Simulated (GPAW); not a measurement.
The system is Ru.

```
Ru
1.0
     2.70580    0.00000    0.00000
    -1.35290    2.34329    0.00000
     0.00000    0.00000    4.28190
Ru
2
Direct
  0.66667 0.33333 0.75000
  0.33333 0.66667 0.25000
```

```yaml
Program: GPAW 26.7.0
Task: relaxation of cell and atoms
Functional: revPBE
Dispersion: D3
Potentials_or_basis: the program's PAW data sets (release 1.2.1) made for this functional
Cutoff: 600 eV
Basis: pw
k_mesh: 8 × 8 × 5
Occupations: fermi-dirac, width 0.05 eV
Spin: no spin polarisation
```

At the start: pressure -7.6 GPa; volume 13.57 Å³/atom.

How do energy, volume and symmetry change on relaxing?

Over 3 steps the energy falls by 7.4 meV/atom and the volume is 13.24 Å³/atom (-2.5 %); space group P6_3/mmc (No. 194, to 0.05 Å).

The path:
| step | energy change (eV) | largest force (eV/Å) | pressure (GPa) | volume (Å³) |
| --- | --- | --- | --- | --- |
| 1 | 0.0000 | 0.0001 | -7.64 | 27.15 |
| 2 | -0.0097 | 0.0001 | -4.69 | 26.89 |
| 3 | -0.0149 | 0.0000 | 0.36 | 26.47 |

Final structure:
```
Ru
1.0
     2.68418    0.00000    0.00000
    -1.34209    2.32457    0.00000
     0.00000    0.00000    4.24238
Ru
2
Direct
  0.66667 0.33333 0.75000
  0.33333 0.66667 0.25000
```

Caveat: later steps reuse the first step's grids; pairwise dispersion overbinds metals, which lowers pressure and volume.
